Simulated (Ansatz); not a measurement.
Input and steps of a relaxation of cell and atoms on a 4-atom cell of InSe started from a crystallographic database (the plane-wave code Ansatz, r2SCAN+rVV10). It starts from the PBE-D3(BJ) minimum.

```yaml
crystal:
  lattice:
    - [2.0197250346, 1.1660887924, 8.2964630157]
    - [-2.0197250346, 1.1660887924, 8.2964630157]
    - [0.0, -2.3321775849, 8.2964630157]
  atoms:
    - { symbol: In, position: [-0.0004297671, -0.0004297671, -0.0004297671] }
    - { symbol: In, position: [0.1118020339, 0.1118020339, 0.1118020339] }
    - { symbol: Se, position: [0.6147189266, 0.6147189266, 0.6147189266] }
    - { symbol: Se, position: [0.8299088065, 0.8299088065, 0.8299088065] }
kpoints:
  mp_grid: { grid: [6, 6, 6] }
hamiltonian:
  xc: r2scan
  dispersion: rvv10
scf:
  occupations: { method: fermi_dirac, width: 0.02 }
relax:
  f_tol: 0.005
  cell: {}
```

The trajectory has 6 recorded frames, each with fractional positions and then forces in eV/Å along x, y and z. The last, and any step after a large change of cell, is solved on a basis re-selected at its cell; pressure is positive in compression.

Step 1: energy 0.0 meV/atom from step 1, largest force component 0.227 eV/Å, pressure -0.69 GPa; a = 8.618 Å, b = 8.618 Å, c = 8.618 Å, α = 27.11°, β = 27.11°, γ = 27.11°
```
In 0.9996 0.9996 0.9996     0.000   0.000  -0.121
In 0.1118 0.1118 0.1118     0.000   0.000   0.118
Se 0.6147 0.6147 0.6147     0.000   0.000   0.227
Se 0.8299 0.8299 0.8299     0.000   0.000  -0.224
```

Step 2 (rejected): energy +9.0 meV/atom from step 1, largest force component 0.476 eV/Å, pressure +1.31 GPa; a = 8.757 Å, b = 8.757 Å, c = 8.757 Å, α = 26.68°, β = 26.68°, γ = 26.68°
```
In 0.0018 0.0018 0.0018     0.000   0.000   0.030
In 0.1095 0.1095 0.1095     0.000   0.000  -0.035
Se 0.6213 0.6213 0.6213     0.000   0.000  -0.471
Se 0.8233 0.8233 0.8233     0.000   0.000   0.476
```

Task: Estimate where the relaxation ends.

Result:
Step 3: energy -2.3 meV/atom from step 1, largest force component 0.018 eV/Å, pressure -0.09 GPa; a = 8.692 Å, b = 8.692 Å, c = 8.692 Å, α = 26.82°, β = 26.82°, γ = 26.82°
```
In 0.0003 0.0003 0.0003     0.000   0.000  -0.018
In 0.1110 0.1110 0.1110     0.000   0.000   0.015
Se 0.6169 0.6169 0.6169     0.000   0.000  -0.002
Se 0.8278 0.8278 0.8278     0.000   0.000   0.005
```

Step 4: energy -2.5 meV/atom from step 1, largest force component 0.009 eV/Å, pressure 0.00 GPa; a = 8.705 Å, b = 8.705 Å, c = 8.705 Å, α = 26.74°, β = 26.74°, γ = 26.74°
```
In 0.0004 0.0004 0.0004     0.000   0.000   0.001
In 0.1110 0.1110 0.1110     0.000   0.000  -0.001
Se 0.6169 0.6169 0.6169     0.000   0.000  -0.008
Se 0.8278 0.8278 0.8278     0.000   0.000   0.009
```

Step 5: energy -2.5 meV/atom from step 1, largest force component 0.002 eV/Å, pressure -0.01 GPa; a = 8.725 Å, b = 8.725 Å, c = 8.725 Å, α = 26.64°, β = 26.64°, γ = 26.64°
```
In 0.0005 0.0005 0.0005     0.000   0.000  -0.002
In 0.1109 0.1109 0.1109     0.000   0.000   0.002
Se 0.6170 0.6170 0.6170     0.000   0.000   0.001
Se 0.8277 0.8277 0.8277     0.000   0.000  -0.001
```

Step 6: energy -2.5 meV/atom from step 1, largest force component 0.002 eV/Å, pressure -0.01 GPa; a = 8.725 Å, b = 8.725 Å, c = 8.725 Å, α = 26.64°, β = 26.64°, γ = 26.64°
```
In 0.0005 0.0005 0.0005     0.000   0.000  -0.002
In 0.1109 0.1109 0.1109     0.000   0.000   0.002
Se 0.6170 0.6170 0.6170     0.000   0.000   0.001
Se 0.8277 0.8277 0.8277     0.000   0.000  -0.001
```

In 5 steps the volume changed by +0.5 %; between the first SCF and the last, each on a basis chosen for its cell, the energy fell by 2.5 meV an atom. Final cell: the symmetry is R3m (No. 160, trigonal); a = 4.021 Å, c = 25.232 Å in the conventional setting, 29.44 Å³ an atom. Around In lie 3 Se at 2.64 Å and 1 In at 2.79 Å; around Se lie 3 In at 2.64 Å.

Command: `ansatz run input.yaml --threads 2 --pin off --max-ram 2211MiB --backend cpu --events-out ev --progress --plain --runs-dir out`.

The values are computed, spin-unpolarised, and not measurements.
